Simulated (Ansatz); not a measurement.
One crystal and one scan (scan of one atom of the cell) at two levels, PBE (plane waves to 420 eV, PAW, scalar-relativistic; Ansatz, an electronic-structure program) and r2SCAN (plane waves to 500 eV, PAW, scalar-relativistic; Ansatz), each from its own relaxed cell and on its own mesh. The cell shown is that of PBE.

Starting cell, CaF₂ (fluorite):

```xyz
3
Lattice="0.0000 2.7555 2.7555 2.7555 0.0000 2.7555 2.7555 2.7555 0.0000" Properties=species:S:1:pos:R:3 pbc="T T T"
Ca     0.0000     0.0000     0.0000
F      1.3778     1.3778     1.3778
F      4.1333     4.1333     4.1333
```

In this cell atom 3 (F, nearest neighbour Ca at 2.386 Å; its periodic images, 3.9 Å or more away, move with it) is moved by s towards the nearest neighbour, unit vector (0.577, 0.577, 0.577); all other atoms and the cell stay fixed.

Energies are smeared free energies. CaF2 was relaxed with its symmetry unable to fall. The PAW data are Ansatz's earlier set. Percentages come from the unrounded values. Both scans cover s from -0.240 to 0.240 Å.

```csv
quantity,PBE,r2SCAN,PBE − r2SCAN
Lattice constant a (Å),5.511,5.440,+0.071 (+1.3 %)
"Band gap of the relaxed cell, no spin-orbit coupling (eV)",7.14,8.03,-0.89 (-11 %)
Energy at s = 0.240 Å (meV/cell),152.3,183.1,-30.8 (-17 %)
Force along the line at s = -0.240 Å (eV/Å),0.768,0.896,-0.128 (-14 %)
Force constant k = d²E/ds² at s = 0 (finite differences) (eV/Å²),4.20,5.00,-0.80 (-16 %)
```

PBE gives the higher value for: lattice constant a. PBE gives the lower value for: band gap of the relaxed cell, no spin-orbit coupling; energy at s = 0.240 Å; force along the line at s = -0.240 Å; force constant k = d²E/ds² at s = 0. Both give the same symmetry of the curve: not even: the positive side lies higher at ±0.240 Å.

ΔE (meV/cell), each from the undisplaced structure of its own level:

```tsv
s (Å)	PBE	r2SCAN
-0.240	100.6	118.3
-0.192	66.6	78.5
-0.144	38.8	45.9
-0.096	17.9	21.2
-0.048	4.6	5.5
0.000	0.0	0.0
0.048	5.0	6.0
0.096	21.1	25.2
0.144	49.6	59.4
0.192	92.6	111.1
0.240	152.3	183.1
```

(A displaced cell: forces are minus the slopes of the energy, force constants its curvatures, and phonons follow from these.)
